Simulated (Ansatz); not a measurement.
Here is an Ansatz 0.2.0 calculation.

input.yaml

```yaml
crystal:
  lattice:
    - [0.0, 2.702, 2.702]
    - [2.702, 0.0, 2.702]
    - [2.702, 2.702, 0.0]
  atoms:
    - { symbol: Zn, position: [0.75, 0.75, 0.75] }
    - { symbol: S, position: [0.0, 0.0, 0.0] }
hamiltonian:
  xc: pbe
  pseudopotentials: { kind: paw }
kpoints:
  mp_grid: { grid: [9, 9, 9] }
scf:
  occupations: { method: gaussian, width: 0.017 }
output:
  forces: true
  stress: true
  eigenvalues: true
```

Potentials or basis: Ansatz PAW.

Run with:

```sh
$ ansatz run input.yaml --threads 2 --pin off --max-ram 5632MiB --backend cpu --events-out ev --progress --plain --runs-dir out
```

Q: Estimate the band gap on the k mesh.

A: 2.11 eV, direct.

Q: What does it give for the pressure?

A: 1.6 GPa.

Caveat: odd divisions of the mesh miss points on the zone boundary, where band edges often lie, so the gap on the mesh can be too wide.

**Experimental background.**

“Electronic, vibrational, and thermodynamic properties of ZnS (zincblende and rocksalt structure)”, 2009, arxiv:0911.5022 quotes, for a bulk crystal of ZnS at 19 K: band gap 3.85 eV (direct).

A measured gap of ZnS is 3.85 eV (direct; 19 K; quoted in “Electronic, vibrational, and thermodynamic properties of ZnS (zincblende and rocksalt structure)”, 2009, arxiv:0911.5022); the calculated 2.11 eV misses it by -1.74 eV. The value is that of PBE, without temperature or zero-point motion. Semilocal functionals fall short of measured gaps as a rule.
